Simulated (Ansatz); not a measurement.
## How far is PAW off for LiF?

```yaml
crystal:
  lattice:
    - [0.00000, 2.03405, 2.03405]
    - [2.03405, 0.00000, 2.03405]
    - [2.03405, 2.03405, 0.00000]
  atoms:
    - { symbol: Li, position: [0.00000, 0.00000, 0.00000] }
    - { symbol: F, position: [0.50000, 0.50000, 0.50000] }
```

Atoms are numbered in the order listed.

The structure comes from a relaxation in the same program, started in the rocksalt type, and has space group Fm-3m. Whether it is a known phase or the ground state wasn't checked.

Methods: DFT, PBE, PAW with Ansatz's default frozen-core files, scalar-relativistic (Ansatz 0.2.0); DFT, PBE, all-electron LAPW, scalar-relativistic (Ansatz 0.2.0).

For PAW: a Γ-centred 14×14×14 k mesh, Fermi–Dirac smearing of 0.03 eV, cutoff 420 eV, no spin polarisation. LAPW targets a basis error of 0.5 meV/atom. The Ansatz runs share mesh, smearing and spin set-up. Plane-wave (PAW) pressures include the program's estimate of the Pulay term.

Stress and pressure are positive in compression.

Levels count from the top of the valence band.

PAW results:

| quantity | PAW |
| --- | --- |
| pressure (GPa) | -0.01 |
| band gap (eV) | 8.829 |
| highest filled level at Γ (eV) | -0.001 |
| lowest empty level at Γ (eV) | 8.829 |
| highest filled level at W (eV) | -0.767 |
| lowest empty level at W (eV) | 14.828 |

Task: What does all-electron LAPW give for the same quantities?

Result: 
| quantity | LAPW |
| --- | --- |
| pressure (GPa) | -0.09 |
| band gap (eV) | 8.808 |
| highest filled level at Γ (eV) | -0.001 |
| lowest empty level at Γ (eV) | 8.808 |
| highest filled level at W (eV) | -0.768 |
| lowest empty level at W (eV) | 14.817 |
